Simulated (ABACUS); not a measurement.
Crystal: W.

```xyz
1
Lattice="-1.5823 1.5823 1.5823 1.5823 -1.5823 1.5823 1.5823 1.5823 -1.5823" Properties=species:S:1:pos:R:3 pbc="T T T"
W     0.0000    0.0000    0.0000
```

```yaml
Program: ABACUS 3.10.1
Task: relaxation of cell and atoms
Functional: BP86
Potentials_or_basis: SPMS ONCV 1.0 PBE
Cutoff: 1007 eV
Density_cutoff: 4027 eV
Basis: plane waves
k_mesh: 10 × 10 × 10
Occupations: fermi-dirac, width 0.05 eV
Spin: no spin polarisation
```

At the start: pressure 6.9 GPa; volume 15.85 Å³/atom.

Task: Where does the relaxation end?

Result: Over 6 steps the energy falls by 7.3 meV/atom and the volume is 16.19 Å³/atom (+2.2 %); space group Im-3m (No. 229, to 0.05 Å).

The path:
```
step  energy change (eV)  largest force (eV/Å)  pressure (GPa)  volume (Å³)
   1              0.0000                0.0000            6.87        15.85
   2              0.0816                0.0000          -20.09        17.52
   3             -0.0073                0.0000           -0.24        16.21
   4             -0.0073                0.0000           -0.27        16.21
   5             -0.0072                0.0000            0.76        16.15
   6             -0.0073                0.0000           -0.01        16.19
```

Final structure:
```
W
1.0
    -1.59378    1.59378    1.59378
     1.59378   -1.59378    1.59378
     1.59378    1.59378   -1.59378
W
1
Direct
  0.00000 0.00000 0.00000
```

Caveat: the potentials were made for another functional, which shifts forces and pressure.
